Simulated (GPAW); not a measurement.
The system is Cu.

```
CELL_PARAMETERS angstrom
0.00000 1.80750 1.80750
1.80750 0.00000 1.80750
1.80750 1.80750 0.00000
ATOMIC_POSITIONS crystal
Cu 0.00000 0.00000 0.00000
```

| Quantity | Value |
| --- | --- |
| Program | GPAW 26.7.0 |
| Task | relaxation of cell and atoms |
| Functional | BLYP |
| Potentials or basis | PAW data sets generated in the run's folder for this functional |
| Cutoff | 600 eV |
| Basis | pw |
| k mesh | 13 × 13 × 13 |
| Occupations | fermi-dirac, width 0.05 eV |
| Spin | no spin polarisation |

At the start: pressure 10.1 GPa; volume 11.81 Å³/atom.

Question: Where does the relaxation end?

Answer: Over 4 steps the energy falls by 27.3 meV/atom and the volume is 12.69 Å³/atom (+7.5 %); space group Fm-3m (No. 225, to 0.05 Å).

Step by step:
| step | energy change (eV) | largest force (eV/Å) | pressure (GPa) | volume (Å³) |
| --- | --- | --- | --- | --- |
| 1 | 0.0000 | 0.0000 | 10.09 | 11.81 |
| 2 | -0.0187 | 0.0000 | 5.19 | 12.19 |
| 3 | -0.0271 | 0.0000 | 0.50 | 12.64 |
| 4 | -0.0273 | 0.0000 | 0.03 | 12.69 |

Final structure:
```
CELL_PARAMETERS angstrom
0.00000 1.85138 1.85138
1.85138 0.00000 1.85138
1.85138 1.85138 0.00000
ATOMIC_POSITIONS crystal
Cu 0.00000 0.00000 0.00000
```

Caveat: with this Cu data set, volumes or pressures lay over 1.5 % or 2 GPa off other programs in two to four cells of ten; later steps reuse the first step's grids.
